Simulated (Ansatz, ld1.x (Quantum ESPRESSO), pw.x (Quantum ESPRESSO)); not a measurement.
**From atom to crystal: RRKJ potential for magnesium**

magnesium, norm-conserving RRKJ (Kleinman–Bylander form), made with ld1.x (Quantum ESPRESSO) 7.5 (PBE, scalar-relativistic). Core [Ne], reference 3s1 3p0 (charge +1). Waves: 3p (bound, empty): rc 2.90 bohr; 3s (bound): rc 1.70 bohr. Local part: the s channel. Core correction: none.

Atomic tests: cutoffs needed: 8 Ry and 30 Ry (the cutoffs (Ry, on a coarse ladder) from which the occupation-weighted sum of valence levels, in a spherical-Bessel basis at the reference potential, stays within 10 and 1 mRy of its value at 400 Ry); ghost test: no extra level below or beside the all-electron valence levels (p, s, d, f tested) (spherical-Bessel basis up to 400 Ry, 20 bohr box); largest excitation error: +58 meV (all-electron minus pseudo) for 3s0 3p1, out of 5 test configurations.

Crystal test: fcc Mg in pw.x 7.5, no spin, 13³ k-points, Fermi–Dirac smearing 0.01 Ry, cutoffs 40/160 Ry. The reference is all-electron LAPW (Ansatz 0.2.0) with the same functional, mesh and smearing; V0 and B0 come from Birch–Murnaghan fits to the pressures at five volumes. Errors are pseudo minus all-electron; Δ is the rms difference of the E(V) curves that follow from these fits, minima aligned, over ±6 % about the mean V0. Mesh and smearing are coarse, so the numbers serve the comparison and aren't converged zero-temperature values; the lattice is a test structure that the element need not adopt.

```
V (Å³/atom)  P all-electron (GPa)  P pseudo (GPa)
     22.038                  1.91            3.13
     22.618                  0.86            2.00
     23.198                 -0.07            1.00
     23.778                 -0.88            0.12
     24.358                 -1.60           -0.67
```

All-electron: a0 = 4.524 Å (V0 = 23.15 Å³/atom), B0 = 35.0 GPa.

Pseudopotential: mean pressure error (GPa): +1.08; a0 (Å): 4.570; a0 error (%): +1.01; B0 error (%): -3.8; Δ (meV/atom): 5.3. This is a poor potential for the solid.

Question: At the middle volume, how do free energy and pressure move when the wave cutoff is lowered (ecutrho kept at four times it)?

Answer:

```
cutoff (Ry)  shift of F (meV/atom)  shift of P (GPa)
         18                  +50.0             -0.44
         24                  +12.8             -0.11
         32                   +4.3             +0.06
```

The run at the middle volume (84 k-points, 10 iterations) took about 5 s on one core of a shared host (Neoverse-V2, 96 threads, 742 GiB, load 66).
